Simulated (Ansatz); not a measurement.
**Au: equation of state**

An exercise on one series of results from a longer session: the logs are not shown, and one member is left open.

Method: DFT LDA, scalar-relativistic, in Ansatz 0.2.0.

1 further run of the same task is left out (set aside as unsound or not needed).

### Starting point

The structure is cubic, space group Fm-3m (No. 225). The conventional cell has a = 4.171 Å, b = 4.171 Å, c = 4.171 Å, α = 90.00°, β = 90.00°, γ = 90.00°. Au (site symmetry m-3m) is surrounded by 12 Au at 2.95 Å.

As a file:

```
CELL_PARAMETERS angstrom
0.00000 2.08564 2.08564
2.08564 0.00000 2.08564
2.08564 2.08564 0.00000
ATOMIC_POSITIONS crystal
Au 0.00000 0.00000 0.00000
```

The cell is one relaxed in the Materials Project, used as it stands.

The first run:

Contents of input.yaml:

```yaml
crystal:
  lattice:
    - [0.0, 2.0434303323, 2.0434303323]
    - [2.0434303323, 0.0, 2.0434303323]
    - [2.0434303323, 2.0434303323, 0.0]
  atoms:
    - { symbol: Au, position: [0.0, 0.0, 0.0] }
kpoints:
  mp_grid: { grid: [15, 15, 15] }
scf:
  occupations: { method: fermi_dirac, width: 0.03 }
hamiltonian:
  xc: lda
  pseudopotentials: { kind: all_electron, lapw: { basis_error: 0.00025 } }
output:
  forces: true
  stress: true
  eigenvalues: true
```

Command:

```console
ansatz run input.yaml --threads 1 --pin off --max-ram 2048MiB --backend cpu --events-out ev --progress --plain --runs-dir out
```

Among the steps run: Volume × 0.9405, LAPW; Volume × 0.9405, PAW; Volume × 0.9405, crystal datasets; Volume × 0.98, LAPW; Volume × 0.98, PAW; Volume × 1.02, LAPW; Volume × 1.02, PAW; Volume × 1.06, LAPW; Volume × 1.06, PAW; Volume × 1.06, crystal datasets.

One of the session's tables, all rows but one given; the rest of the session is left out.

```
          method  volume (Å³/atom)  pressure (GPa)
            LAPW            17.065           -5.30
            LAPW            17.782          -11.21
            LAPW            18.145          -13.60
            LAPW            18.508          -15.66
            LAPW            19.233          -18.85
             PAW            17.065           -5.30
             PAW            17.782          -11.21
             PAW            18.145          -13.60
             PAW            18.508          -15.65
             PAW            19.233          -18.85
crystal datasets            17.065               ?
crystal datasets            18.145          -13.60
crystal datasets            19.233          -18.85
```

**Question.** Estimate the row for crystal datasets, 17.065.

The run gave: pressure (GPa): -5.29. In the column «pressure (GPa)» it is the highest.

To keep in mind: Warnings in the runs' records: gradients without spin orbit, crystal datasets made.
